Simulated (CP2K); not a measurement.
Crystal: AgCl (Chlorargyrite).

```
Ag Cl
1.0
     3.86787    0.00000    0.00000
     1.93394    3.34968    0.00000
     1.93394    1.11656    3.15811
Ag Cl
1 1
Direct
  0.00000 0.00000 0.00000
  0.50000 0.50000 0.50000
```

Base run:

```yaml
Program: CP2K 2026.2
Functional: PBEsol
Potentials_or_basis: POTENTIAL_UZH Ag GTH-PBE-q11, Cl GTH-PBE-q7; TZVP-MOLOPT-PBE-GTH basis
Density_cutoff: 6123 eV
k_mesh: 8 × 8 × 8
Occupations: fermi-dirac, width 0.05 eV
Spin: no spin polarisation
```

Its results: band gap on the k mesh 0.64 eV, indirect (least direct gap 3.12 eV).

After a change of settings the same cell gave: band gap on the k mesh none (metal or under the smearing width). Which change was it?
A. functional from PBEsol to PBE; occupations from fermi-dirac, width 0.05 eV to fermi-dirac, width 0.01 eV
B. functional from PBEsol to TB-mBJ; density cutoff from 6123 eV to 9184 eV; cutoff of the grids from 450 Ry to 675 Ry
C. functional from PBEsol to PBE; eps_default from 1.0E-9 to 1.0E-10

B.

Caveats: the basis of atomic orbitals isn't converged, which shifts pressures, moduli and gaps; this is a model potential without an energy functional, so only levels have meaning (some runs).

Not every run made on this cell is shown here.
